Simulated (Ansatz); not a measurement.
## ZnO: what a change of element does

Computed with Ansatz (plane waves, PAW, 500 eV cutoff): r²SCAN, scalar-relativistic, spin polarisation where moments were expected, Gaussian smearing of 0.05 eV.

ZnO was relaxed to zero pressure in the COD cell structure.

It takes space group P6_3mc (No. 186, hexagonal). Conventional cell: a = 3.236 Å, b = 3.236 Å, c = 5.209 Å, α = 90.00°, β = 90.00°, γ = 120.00°. Zn (site symmetry 3m) has 4 O at 1.97 to 1.98 Å as nearest neighbours. O (site symmetry 3m) is surrounded by 4 Zn at 1.97 to 1.98 Å. Neighbours are those within 15 % of a site's shortest distance, so a longer bond may be listed from one end only.

Results for ZnO: a (Å) 3.236, c (Å) 5.209, V (Å³/atom) 11.81, shortest unlike bond (Å) 1.97, gap (eV) 1.24, E_f (eV/atom) -1.63.

All O is replaced by S and the cell relaxed again in the same space group. What comes out?

ZnS: a (Å) 3.806, c (Å) 6.246, V (Å³/atom) 19.59, shortest unlike bond (Å) 2.33, gap (eV) 2.78, E_f (eV/atom) -0.98.

The volume changes by +65.9 %, or +18.4 % in mean length, and the shortest unlike bond by 0.36 Å. The formation energy moves by 0.65 eV/atom, so ZnO is the more strongly bound against its own elements. That goes with its larger difference in electronegativity (Pauling: O 3.44, S 2.58, Zn 1.65). For O, S the 2 valence electrons of Zn just fill the anion's shell; these members are gapped.

The PAW datasets were made for PBE. Gaps are (generalised) Kohn–Sham gaps. E_f is the formation energy from the elements run alike, at 0 K, without zero-point energy or any correction for the binding of gas molecules or dispersion between the molecules, chains or layers of the solid elements; it is good to about 0.01 eV/atom as a calculation.

All runs used the PAW datasets of the set soft_2.
